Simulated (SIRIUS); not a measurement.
# HgTe (Coloradoite) (F-43m) in SIRIUS: a series of runs

One crystal, HgTe (Coloradoite), is run at these levels: PBE, PBE+D3; tasks: relaxation of the atoms.

Program: SIRIUS 7.12.0. These are calculated values, not measurements. Logs are shortened: lines on timing, memory, paths and dates and some standing lists are left out, and cuts for length are marked. The log counts tension as positive stress, the text compression.

### Step 1. The undisturbed crystal

Symmetry: F-43m, No. 216, cubic system. The conventional cell has a = 6.429 Å, b = 6.429 Å, c = 6.429 Å, α = 90.00°, β = 90.00°, γ = 90.00°. Around Hg (site symmetry -43m) lie 4 Te at 2.78 Å. Around Te (site symmetry -43m) lie 4 Hg at 2.78 Å.

### Step 2. Relaxation of the atoms, PBE (atoms moved at random)

The input, run.py:

```python
import json, subprocess
import numpy as np
from ase.io import read
from ase.units import Bohr, Hartree
from ase.calculators.calculator import Calculator, all_changes, SCFError
from ase.optimize import BFGS

class Sirius(Calculator):
    """Writes sirius.json, runs sirius.scf and reads output.json. Species files lie in the folder."""
    implemented_properties = ["energy", "free_energy", "forces", "magmom", "magmoms"]

    def __init__(self, settings, start):
        super().__init__()
        self.settings, self.start, self.warm = settings, start, False

    def run(self, atoms, settings, task):
        symbols = atoms.get_chemical_symbols()
        types = sorted(set(symbols))
        spin = settings["parameters"]["num_mag_dims"] > 0
        rows = {t: [] for t in types}
        for s, x, m in zip(symbols, atoms.get_scaled_positions(wrap=False), atoms.get_initial_magnetic_moments()):
            rows[s].append(list(x) + ([0, 0, m] if spin else []))
        cell = dict(lattice_vectors=(atoms.cell[:] / Bohr).tolist(), atom_types=types,
                    atom_files={t: t + ".json" for t in types}, atoms=rows)
        with open("sirius.json", "w") as f:
            json.dump(dict(settings, unit_cell=cell), f, indent=1)
        with open("sirius.log", "a") as log:
            subprocess.run(["sirius.scf", "--input=sirius.json", "--output=output.json", f"--task={task}"],
                           stdout=log, stderr=log, check=True)
        with open("output.json") as f:
            return json.load(f)["ground_state"], np.argsort(np.argsort(symbols, kind="stable"))

    def calculate(self, atoms=None, properties=["energy"], system_changes=all_changes):
        super().calculate(atoms, properties, system_changes)
        if not self.warm or "cell" in system_changes:
            loose = dict(self.settings, parameters={**self.settings["parameters"], **self.start})
            self.run(atoms, loose, task=0)  # loose LDA density as the start
            self.warm = True
        gs, order = self.run(atoms, self.settings, task=1)
        if not gs["converged"]:
            raise SCFError("SIRIUS did not converge")
        e = gs["energy"]
        free = e["free"] * Hartree  # E - TS, whose slope the forces are
        self.results = dict(energy=free, free_energy=free,
                            forces=np.array(gs["forces"])[order] * Hartree / Bohr)
        if "magnetisation" in gs:
            self.results["magmom"] = gs["magnetisation"]["total"][2]
            self.results["magmoms"] = np.array(gs["magnetisation"]["atoms"])[order, 2]
        self.gap, self.fermi = gs["band_gap"] * Hartree, gs["efermi"] * Hartree

settings = {'control': {'processing_unit': 'cpu',
             'std_evp_solver_name': 'lapack',
             'gen_evp_solver_name': 'lapack',
             'verbosity': 1,
             'print_forces': True,
             'ortho_rf': True,
             'use_second_variation': True,
             'rmt_max': 3.0},
 'parameters': {'electronic_structure_method': 'full_potential_lapwlo',
                'xc_functionals': ['XC_GGA_X_PBE', 'XC_GGA_C_PBE'],
                'core_relativity': 'dirac',
                'valence_relativity': 'iora',
                'num_fv_states': 36,
                'smearing': 'fermi_dirac',
                'smearing_width': 0.0018374661,
                'pw_cutoff': 20,
                'gk_cutoff': 3.69,
                'lmax_apw': 11,
                'lmax_rho': 8,
                'lmax_pot': 8,
                'num_mag_dims': 0,
                'auto_rmt': 0,
                'ngridk': [5, 5, 5],
                'shiftk': [0, 0, 0],
                'num_dft_iter': 80,
                'energy_tol': 1e-07,
                'density_tol': 1e-05,
                'use_symmetry': True},
 'settings': {'tol_ne': 1e-10},
 'iterative_solver': {'type': 'exact'},
 'mixer': {'type': 'anderson', 'beta': 0.5, 'max_history': 8}}
start = {'xc_functionals': ['XC_LDA_X', 'XC_LDA_C_PW'],
 'ngridk': [2, 2, 2],
 'gk_cutoff': 2.95,
 'smearing': 'fermi_dirac',
 'smearing_width': 0.0055,
 'energy_tol': 0.01,
 'density_tol': 0.05,
 'num_dft_iter': 30}

from ase import Atoms
atoms = Atoms(['Hg', 'Te'],
              cell=[[0.0, 3.2145, 3.2145], [3.2145, 0.0, 3.2145], [3.2145, 3.2145, 0.0]],
              scaled_positions=[[-0.002633, 0.003147, -0.004418], [0.748726, 0.752263, 0.749208]], pbc=True)
sirius = Sirius(settings, start)
atoms.calc = sirius

opt = BFGS(atoms, trajectory="relax.traj")
done = opt.run(fmax=0.03, steps=20)
print("converged", done)
print("scaled positions")
print(atoms.get_scaled_positions())
print("gap", sirius.gap, "eV")
result = dict(done=bool(done), free_energy=atoms.get_potential_energy(), forces=atoms.get_forces().tolist())
result.update(gap=sirius.gap, fermi=sirius.fermi, **{k: np.array(v).tolist() for k, v in sirius.results.items() if "mag" in k})
with open("result.json", "w") as f:
    json.dump(result, f)
```

Potentials or basis: all-electron FP-LAPW, apw+lo standard.

Started as:

```sh
$ OMP_NUM_THREADS=1 python run.py
```

Log:

```text
Step     Time          Energy          fmax
BFGS:    0  -719977.120816        0.079176
BFGS:    1  -719977.120984        0.069281
BFGS:    2  -719977.121539        0.002126
converged True
scaled positions
[[0.99805955 0.00275037 0.99732889]
 [0.74802964 0.75266119 0.74745266]]
gap 0.0002760553458892087 eV
```

sirius.log (last run):

```text
[info] SIRIUS version : 7.12.0
[info] number of MPI ranks           : 1
[info] MPI grid                      : 1 1
[info] maximum number of OMP threads : 1
[fft] FFT context for density and potential
[fft] =====================================
[fft]   plane wave cutoff                     : 20
[fft]   grid size                             : 60 60 60   total : 216000
[fft]   grid limits                           : -29 30   -29 30   -29 30
[fft]   number of G-vectors within the cutoff : 60495
[fft]   number of G-shells                    : 1560
[fft] FFT context for coarse grid
[fft] =====================================
[fft]   plane wave cutoff                     : 7.38
[fft]   grid size                             : 24 24 24   total : 13824
[fft]   grid limits                           : -11 12   -11 12   -11 12
[fft]   number of G-vectors within the cutoff : 3071
[fft]   number of G-shells                    : 109
[unit cell] lattice vectors
[unit cell]   a1 :       0.0000000000      6.0745246315      6.0745246315
[unit cell]   a2 :       6.0745246315      0.0000000000      6.0745246315
[unit cell]   a3 :       6.0745246315      6.0745246315      0.0000000000
[unit cell] reciprocal lattice vectors
[unit cell]   b1 :      -0.5171750621      0.5171750621      0.5171750621
[unit cell]   b2 :       0.5171750621     -0.5171750621      0.5171750621
[unit cell]   b3 :       0.5171750621      0.5171750621     -0.5171750621
[unit cell] unit cell volume :       448.29808936 [a.u.^3]
[unit cell] 1/sqrt(omega)    :         0.04722985
[unit cell] MT volume        :       114.52021730 (25.55%)
[unit cell] IT volume        :       333.77787206 (74.45%)
[unit cell] number of atom types : 2
[unit cell] type id : 0 symbol : Hg mt_radius :   2.440000 num_atoms : 1
[unit cell] type id : 1 symbol : Te mt_radius :   2.340000 num_atoms : 1
[unit cell] total number of atoms : 2
[unit cell] number of symmetry classes : 2
[unit cell] minimum bond length:     5.260067
[sym] space group number   : 1
[sym] international symbol : P1
[sym] Hall symbol          : P 1
[sym] space group transformation matrix :
[sym]  -1.0000 -1.0000 -1.0000
[sym]   1.0000  0.0000  0.0000
[sym]   0.0000  0.0000  1.0000
[sym] space group origin shift :
[sym]   0.0000  0.0000  0.0000
[sym] number of space group operations  : 1
[sym] number of magnetic group operations : 1
[sym] metric tensor error: 0.0000e+00
[sym] rotation matrix error: 3.3307e-16
[atom type] label          : Hg
[atom type] --------------------------------------------------------------------------------
[... 176 lines left out ...]
[info] spglib version: 2.7.0
[info] HDF5 version: 2.2.0
[info] Libxc version: 7.1.2
[info] XC functionals
[info] ==============
[info] 1) XC_GGA_X_PBE : Perdew, Burke & Ernzerhof
[info] 2) XC_GGA_C_PBE : Perdew, Burke & Ernzerhof
+--------------------------+
| restart SCF ground state |
+--------------------------+
[print_info] total number of k-points : 63
[print_info] --------------------------------------------------------------------------------
[print_info]   ik                vk                    weight  num_gkvec   gklo_basis_size
[print_info] --------------------------------------------------------------------------------
[print_info]    0   0.0000   0.0000   0.0000         0.008000        339               466
[print_info]    1   0.2000   0.0000   0.0000         0.016000        368               495
[print_info]    2   0.4000   0.0000   0.0000         0.016000        386               513
[print_info]    3   0.0000   0.2000   0.0000         0.016000        368               495
[print_info]    4   0.2000   0.2000   0.0000         0.016000        367               494
[print_info]    5   0.4000   0.2000   0.0000         0.016000        384               511
[... 55 lines left out ...]
[print_info]   61  -0.4000  -0.2000   0.4000         0.016000        383               510
[print_info]   62  -0.2000  -0.2000   0.4000         0.016000        382               509
[find] density tolerance         : 1e-05
[find] total energy tolerance    : 1e-07
[find] iter_solver_tol (initial) : 0.01
[find] iter_solver_tol (target)  : 1e-13
[find] num_dft_iter              : 80
Charges and magnetic moments
atom      charge    core leakage
   0   78.081996    0.000000e+00
   1   49.174000    0.000000e+00

total core leakage    : 0.00000000e+00
interstitial charge   : 4.744454
total charge          : 132.000450
[find] Charges and magnetic moments
[find] --------------------------------------------------------------------------------
[find] atom      charge    core leakage
[find] --------------------------------------------------------------------------------
[find]    0   78.081940    3.296764e-08
[find]    1   49.173947    1.006738e-10
[find] total core leakage    : 3.30683138e-08
[find] interstitial charge   : 4.744336
[find] total charge          : 132.000223
[find] Energy
[find] --------------------------------------------------------------------------------
[find] valence_eval_sum               :    -113.91558800
[find] core_eval_sum                  :  -16138.97107078
[find] kinetic energy                 :   29871.41437053
[find] enuc                           :  -33077.58221569
[find] <rho|V^{XC}>                   :    -719.07335005
[find] <rho|E^{XC}>                   :    -549.88757251
[... 30 lines left out ...]
[find] valence_eval_sum               :    -113.91588192
[find] core_eval_sum                  :  -16138.97165168
[find] kinetic energy                 :   29871.41278763
[find] enuc                           :  -33077.58301785
[find] <rho|V^{XC}>                   :    -719.07328809
[find] <rho|E^{XC}>                   :    -549.88752819
[find] <mag|B^{XC}>                   :       0.00000000
[find] <rho|V^{H}>                    :  -45405.22703314
[find] smearing (-TS)                 :      -0.00005680
[find] SCF correction                 :      -0.00008224
[find] Total energy                   :  -26458.67135722 (Ha),  -52917.34271444 (Ry)
[find] Free energy (E-TS)             :  -26458.67141402 (Ha),  -52917.34282803 (Ry)
[find] band gap (eV)                  :       0.00027606
[find] Efermi                         :       0.16964291
[find] iteration : 6, RMS (target) : 3.1863e-06 (1.0000e-05) , energy difference (target) : 3.1414e-08 (1.0000e-07)
[find] converged after 7 SCF iterations!
[find] Charges and magnetic moments
[find] --------------------------------------------------------------------------------
[find] atom      charge    core leakage
[find] --------------------------------------------------------------------------------
[find]    0   78.081923    3.296763e-08
[find]    1   49.173935    1.004897e-10
[find] total core leakage    : 3.30681241e-08
[find] interstitial charge   : 4.744138
[find] total charge          : 131.999996
[find] Energy
[find] --------------------------------------------------------------------------------
[find] valence_eval_sum               :    -113.91588192
[find] core_eval_sum                  :  -16138.97165168
[find] kinetic energy                 :   29871.41278763
[find] enuc                           :  -33077.58301785
[find] <rho|V^{XC}>                   :    -719.07328809
[find] <rho|E^{XC}>                   :    -549.88752819
[find] <mag|B^{XC}>                   :       0.00000000
[find] <rho|V^{H}>                    :  -45405.22703314
[find] smearing (-TS)                 :      -0.00005680
[find] SCF correction                 :      -0.00008224
[find] Total energy                   :  -26458.67135722 (Ha),  -52917.34271444 (Ry)
[find] Free energy (E-TS)             :  -26458.67141402 (Ha),  -52917.34282803 (Ry)
[find] band gap (eV)                  :       0.00027606
[find] Efermi                         :       0.16964291
[ground_state]
[ground_state] ==== total Forces in Ha/bohr =====
[ground_state] atom:    0, force:       0.0000092      0.0000250     -0.0000317
[ground_state] atom:    1, force:      -0.0000090     -0.0000247      0.0000319
```

Hg.json:

```text
{
  "name": "mercury",
  "symbol": "Hg",
  "number": 80,
  "mass": 200.59,
  "rmin": 1e-06,
  "rmt": 2.44,
  "nrmt": 800,
  "rinf": 12.86,
  "core": "1s2s2p3s3p3d4s4p4d",
  "valence": [
    {"basis": [{"enu": -0.03, "dme": 0, "n": 0, "auto": 0}, {"enu": -0.03, "dme": 1, "n": 0, "auto": 0}]},
    {"l": 0, "n": 1, "basis": [{"enu": 0.07, "dme": 0, "n": 0, "auto": 0}]},
    {"l": 1, "n": 2, "basis": [{"enu": 0.07, "dme": 0, "n": 0, "auto": 0}]},
    {"l": 2, "n": 3, "basis": [{"enu": 0.0645, "dme": 0, "n": 0, "auto": 0}]},
    {"l": 3, "n": 4, "basis": [{"enu": 0.07, "dme": 0, "n": 0, "auto": 0}]},
    {"l": 4, "n": 5, "basis": [{"enu": 0.07, "dme": 0, "n": 0, "auto": 0}]}
  ],
  "lo": [
    {"l": 0, "basis": [{"enu": 0.07, "dme": 0, "n": 0, "auto": 0}, {"enu": 0.07, "dme": 1, "n": 0, "auto": 0}]},
    {
      "l": 0,
      "basis": [{"enu": -4.0042, "dme": 0, "n": 5, "auto": 1}, {"enu": -4.0042, "dme": 1, "n": 5, "auto": 1}]
    },
    {
      "l": 0,
      "basis": [{"enu": -4.0042, "dme": 1, "n": 5, "auto": 1}, {"enu": 0.07, "dme": 0, "n": 0, "auto": 0}]
    },
    {"l": 0, "basis": [{"enu": 0.07, "dme": 0, "n": 0, "auto": 0}, {"enu": 2.7574, "dme": 0, "n": 0, "auto": 0}]},
    {"l": 1, "basis": [{"enu": 0.07, "dme": 0, "n": 0, "auto": 0}, {"enu": 0.07, "dme": 1, "n": 0, "auto": 0}]},
    {
      "l": 1,
      "basis": [{"enu": -2.1155, "dme": 0, "n": 5, "auto": 1}, {"enu": -2.1155, "dme": 1, "n": 5, "auto": 1}]
    },
    {
      "l": 1,
      "basis": [{"enu": -2.1155, "dme": 1, "n": 5, "auto": 1}, {"enu": 0.07, "dme": 0, "n": 0, "auto": 0}]
    },
    {"l": 1, "basis": [{"enu": 0.07, "dme": 0, "n": 0, "auto": 0}, {"enu": 3.1606, "dme": 0, "n": 0, "auto": 0}]},
    {
      "l": 2,
      "basis": [{"enu": 0.0645, "dme": 0, "n": 0, "auto": 0}, {"enu": 0.0645, "dme": 1, "n": 0, "auto": 0}]
    },
    {
      "l": 2,
      "basis": [{"enu": 0.0645, "dme": 1, "n": 0, "auto": 0}, {"enu": 0.0645, "dme": 2, "n": 0, "auto": 0}]
    },
    {
      "l": 2,
      "basis": [{"enu": 0.0645, "dme": 0, "n": 0, "auto": 0}, {"enu": 2.6847, "dme": 0, "n": 0, "auto": 0}]
    },
    {"l": 3, "basis": [{"enu": 0.07, "dme": 0, "n": 0, "auto": 0}, {"enu": 0.07, "dme": 1, "n": 0, "auto": 0}]},
    {
      "l": 3,
      "basis": [{"enu": -3.2237, "dme": 0, "n": 4, "auto": 1}, {"enu": -3.2237, "dme": 1, "n": 4, "auto": 1}]
    },
    {
      "l": 3,
      "basis": [{"enu": -3.2237, "dme": 1, "n": 4, "auto": 1}, {"enu": 0.07, "dme": 0, "n": 0, "auto": 0}]
    },
    {"l": 3, "basis": [{"enu": 0.07, "dme": 0, "n": 0, "auto": 0}, {"enu": 3.9668, "dme": 0, "n": 0, "auto": 0}]},
    {"l": 4, "basis": [{"enu": 0.07, "dme": 0, "n": 0, "auto": 0}, {"enu": 0.07, "dme": 1, "n": 0, "auto": 0}]},
    {"l": 4, "basis": [{"enu": 0.07, "dme": 0, "n": 0, "auto": 0}, {"enu": 3.2949, "dme": 0, "n": 0, "auto": 0}]}
  ],
  "free_atom": [... radial grid and density of the free atom, the start of the SCF ...]
}
```

Run time: 5 min. Hardware: 1 thread of Intel Xeon 6975P-C (Granite Rapids), shared host; peak memory 0.82 GiB.

What came out:

```
Free energy               : -719977.1215 eV
Energy gained by relaxing : 0.4 meV/atom
Ionic steps               : 3
Band gap on the k mesh    : 0.00 eV
```

Forces in eV/Å, atoms in the order of the input:
```
Hg   0.000  0.001 -0.002
Te   0.000 -0.001  0.002
```

The path:
```tsv
step	energy change (eV)	largest force (eV/Å)
1	0.0000	0.0792
2	-0.0002	0.0693
3	-0.0007	0.0021
```

Final structure:
```cif
data_structure
_symmetry_space_group_name_H-M 'P 1'
_symmetry_Int_Tables_number 1
_cell_length_a 4.5460
_cell_length_b 4.5460
_cell_length_c 4.5460
_cell_angle_alpha 60.000
_cell_angle_beta 60.000
_cell_angle_gamma 60.000
_cell_volume 66.43
loop_
_atom_site_label
_atom_site_type_symbol
_atom_site_fract_x
_atom_site_fract_y
_atom_site_fract_z
_atom_site_occupancy
Hg1 Hg 0.99806 0.00275 0.99733 1
Te1 Te 0.74803 0.75266 0.74745 1
```

Caveat: spin-orbit coupling is left out, which moves the levels of the heavy elements; an odd mesh through Γ misses points on the zone boundary, where band edges often lie.

### Step 3. Relaxation of the atoms, PBE+D3 (atoms moved at random)

Changes to run.py since step 2:

```diff
@@ -6,2 +6,4 @@
 from ase.optimize import BFGS
+from ase.calculators.mixing import SumCalculator
+from dftd3.ase import DFTD3
 
@@ -97,3 +99,4 @@
 sirius = Sirius(settings, start)
-atoms.calc = sirius
+dispersion = DFTD3(method="pbe", damping="d3zero")
+atoms.calc = SumCalculator([sirius, dispersion])
 
@@ -107,2 +110,3 @@
 result.update(gap=sirius.gap, fermi=sirius.fermi, **{k: np.array(v).tolist() for k, v in sirius.results.items() if "mag" in k})
+result['dispersion'] = dispersion.get_potential_energy(atoms)
 with open("result.json", "w") as f:
```

Potentials or basis: all-electron FP-LAPW, apw+lo standard.

Started as:

```sh
$ OMP_NUM_THREADS=1 python run.py
```

Wall time 5 min (1 thread of Intel Xeon 6975P-C (Granite Rapids), shared host); peak memory 0.83 GiB.

The run converged. Its results:

```yaml
Free_energy: -719977.7444 eV
Energy_gained_by_relaxing: 0.4 meV/atom
Ionic_steps: 3
Band_gap_on_the_k_mesh: 0.00 eV
Dispersion_energy_per_atom: -0.311 eV
```

Forces on the atoms (eV/Å):
```
Hg   0.000  0.001 -0.002
Te   0.000 -0.001  0.002
```

Step by step:
```
step  energy change (eV)  largest force (eV/Å)
   1              0.0000                0.0773
   2             -0.0002                0.0679
   3             -0.0007                0.0021
```

Final structure:
```
Hg Te
1.0
     0.00000    3.21450    3.21450
     3.21450    0.00000    3.21450
     3.21450    3.21450    0.00000
Hg Te
1 1
Direct
  0.99806 0.00275 0.99733
  0.74803 0.75266 0.74745
```

Caveat: spin-orbit coupling is left out, which moves the levels of the heavy elements; an odd mesh through Γ misses points on the zone boundary, where band edges often lie.
